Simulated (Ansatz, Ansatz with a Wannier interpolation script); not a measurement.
Rows from a G0W0 calculation on CsPbCl3 (Pm-3m) (Ansatz 0.2.0; G0W0 on PBE, plane waves, PAW; 4×4×4 mesh, 734 empty bands, screening to 150 eV), in eV. Spin-orbit coupling is left out.

```tsv
row	k	band	start	Σx	Σc at the solution	Vxc
A	(-0.500, -0.500, -0.500)	v7	0.904	-19.870	3.256	-15.175
B	(-0.500, -0.500, -0.500)	v5	1.358	-21.298	2.809	-17.335
C	(-0.500, -0.500, -0.500)	v1	4.122	-20.399	0.815	-18.747
D	(-0.500, -0.500, -0.500)	c1	6.048	-7.899	-3.372	-11.679
E	(-0.500, -0.500, -0.500)	v2	1.898	-20.902	3.033	-16.530
```

Q: Work out each quasiparticle level and how far it moved.

The quasiparticle equation reads E = start + Σx + Σc(E) − Vxc.

```tsv
row	E (eV)	shift (eV)
A	-0.535	−1.439
B	0.204	−1.154
C	3.285	−0.837
D	6.456	+0.408
E	0.558	−1.340
```

The gap over the computed points goes from 1.93 eV to 3.17 eV.

Limits: not at the basis limit; no spin-orbit coupling.

[Paths, hosts, dates, memory and timing lines, banners, echoed tables and standing remarks are left out of the program output.]

[Logs are printed without paths, hosts, clocks, repeated set-up lines and the standing remarks that a program may print on its own settings, such as how far it seeks lower states.]

[Runs of the session that timed out or met a known fault of the program may be left out.]

[Hosts, paths, dates, database ids (printed as entryN), source tags and the programs' standing remarks are cut or masked in the printed files.]
